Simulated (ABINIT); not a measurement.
A run of ABINIT 10.8.3 (patched build):

run.abi

```
# Datasets
ndtset 4

# Pseudopotentials
pp_dirpath "./"
pseudos "Si.upf"

# Structure
acell 3.8492788627 3.8492788627 3.8492788627 Angstrom
rprim
     0.0000000000     0.7071067812     0.7071067812
     0.7071067812     0.0000000000     0.7071067812
     0.7071067812     0.7071067812     0.0000000000
ntypat 1
znucl 14
natom 2
typat 1 1
xred
            1/2            1/2            1/2
            3/4            3/4            3/4

# Plane-wave basis
ecut 14.0

# k points
kptopt 1
ngkpt 6 6 6
nshiftk 1
shiftk 0.0 0.0 0.0
istwfk *1

# Exchange and correlation
ixc 11

# Bands and occupations
occopt 1

# SCF cycle
nstep 80
diemac 6.0

# Output
iomode 3
prteig 0
prtebands 0

# Dataset 1: ground state
nband1 4
tolvrs1 1.0e-12
prtden1 1
prtwf1 0

# Dataset 2: empty bands at fixed density
iscf2 -2
getden2 1
nband2 66
nbdbuf2 6
tolwfr2 1.0e-12
nstep2 120
prtden2 0

# Dataset 3: screening
optdriver3 3
getwfk3 2
nband3 60
ecuteps3 6.0
ecutwfn3 14.0
inclvkb3 2
gwcalctyp3 1
nfreqim3 12

# Dataset 4: self-energy
optdriver4 4
getwfk4 2
nband4 60
ecuteps4 6.0
ecutsigx4 14.0
ecutwfn4 14.0
symsigma4 1
getscr4 3
gwcalctyp4 1
nomegasi4 10
omegasimax4 20.0 eV
gw_qprange4 0
```

Potentials or basis: PseudoDojo NC SR PBE v0.4.1 standard.

Command:

```sh
$ abinit run.abi > log 2>&1
```

Hardware: 1 thread of Intel(R) Xeon(R) Processor @ 2.70GHz, with other jobs on the host.

Question: Estimate the wall time of this run.

Answer: Wall time 4.1 min on 1 thread of Intel(R) Xeon(R) Processor @ 2.70GHz, on a shared host, peak memory 0.4 GiB. Counts: scf iterations 8, mpi ranks 1, k points 16, bands 66, plane waves 701.
